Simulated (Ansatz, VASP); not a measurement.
**MgB2: VASP beside Ansatz**

```
Mg B
1.0
     3.08500    0.00000    0.00000
    -1.54250    2.67169    0.00000
     0.00000    0.00000    3.59346
Mg B
1 2
Direct
  0.00000 0.00000 0.00000
  0.33333 0.66667 0.50000
  0.66667 0.33333 0.50000
```

Change from the starting cell: zz strain of +2 %, crystal datasets.

Alike in both runs: task electric field gradients; functional LDA; k mesh 12 × 12 × 9; occupations fermi-dirac, width 0.05 eV; no spin polarisation.

|  | VASP | Ansatz |
| --- | --- | --- |
| version | VASP 6.6.1 | Ansatz 0.2.0 |
| potentials or method | VASP PAW LDA potentials, release 64 (Mg, B), cutoff 520 eV | all-electron PAW with datasets made for the crystal, scalar-relativistic |

```csv
,VASP,Ansatz,Ansatz less VASP
pressure (GPa),-10.0,-9.4,+0.58
largest component of the traceless stress (GPa),2.07,1.94,-0.126
Vzz of the field gradient on the site that differs most (V/Å²),-0.2,-2.7,-2.51
```

Ansatz ran all-electron here, so the differences hold the error of VASP's frozen core and of both bases.
